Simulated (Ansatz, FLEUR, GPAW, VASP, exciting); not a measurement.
## One calculation of Si, 6 ways

```xyz
2
Lattice="0.0000 2.7219 2.7219 2.7219 0.0000 2.7219 2.7219 2.7219 0.0000" Properties=species:S:1:pos:R:3 pbc="T T T"
Si    2.7219    2.7219    2.7219
Si    4.0828    4.0828    4.0828
```

Alike in all runs: task band structure; functional revPBE; k mesh 8 × 8 × 8; occupations fermi-dirac, width 0.05 eV; no spin polarisation; no spin-orbit coupling. Pressure is positive in compression and, in plane waves, holds the error of the finite cutoff, which Ansatz's Pulay term estimates and takes out. Gaps are the smaller of the mesh's and the band path's.

```csv
program and potentials,plane-wave cutoff (eV),notes,band gap (eV),pressure (GPa)
"Ansatz, Ansatz PAW",420,"potentials made for PBE, which Ansatz adapts in part",0.63,2.52
"VASP, PBE PAW files Si, 520 eV",520,potentials made for PBE,0.62,2.32
"exciting, all-electron LAPW+lo, shipped species files, valence relativity iora*",-,-,0.63,-
"FLEUR, all-electron, FLAPW",-,-,0.64,-
"GPAW, the program's PAW data sets (release 1.2.1) made for this functional",600,-,0.63,2.80
"Ansatz, all-electron LAPW, scalar-relativistic",-,-,?,?
```

**Question.** Estimate from the other rows what the run with Ansatz, all-electron LAPW, scalar-relativistic gave.

**Answer.** Band gap 0.63 eV; pressure 2.49 GPa. The other rows, which needn't bracket it: band gap 0.62 to 0.64; pressure 2.32 to 2.80.
